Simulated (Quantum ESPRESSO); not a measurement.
The system is Ag.

```
Ag
1.0
     0.00000    2.04275    2.04275
     2.04275    0.00000    2.04275
     2.04275    2.04275    0.00000
Ag
1
Direct
  0.00000 0.00000 0.00000
```

Base run:

| Quantity | Value |
| --- | --- |
| Program | Quantum ESPRESSO 7.5 |
| Functional | vdW-DF3-opt1 |
| Potentials or basis | PseudoDojo 0.4.1 SR PBE standard |
| Cutoff | 1116 eV |
| Density cutoff | 4463 eV |
| k mesh | 11 × 11 × 11 |
| Occupations | fermi-dirac, width 0.05 eV |
| Spin | no spin polarisation |

Its results: band gap on the k mesh none (metal or under the smearing width); pressure -1.4 GPa.

After a change of settings the same cell gave: band gap on the k mesh none (metal or under the smearing width); pressure 0.8 GPa. Which change was it?
A. functional from vdW-DF3-opt1 to PBEsol; potentials or basis from PseudoDojo 0.4.1 SR PBE standard to PseudoDojo 0.4.1 SR PBEsol standard
B. functional from vdW-DF3-opt1 to rev-vdW-DF2
C. functional from vdW-DF3-opt1 to PBE; potentials or basis from PseudoDojo 0.4.1 SR PBE standard to SSSP 1.3 efficiency PBE; cutoff from 1116 eV to 816 eV; density cutoff from 4463 eV to 3265 eV
D. functional from vdW-DF3-opt1 to PBE; potentials or basis from PseudoDojo 0.4.1 SR PBE standard to Ansatz NC SR PBE; cutoff from 1116 eV to 966 eV; density cutoff from 4463 eV to 3864 eV

B.

Caveats: the potentials were made for another functional, which shifts forces and pressure.

Not every run made on this cell is shown here.
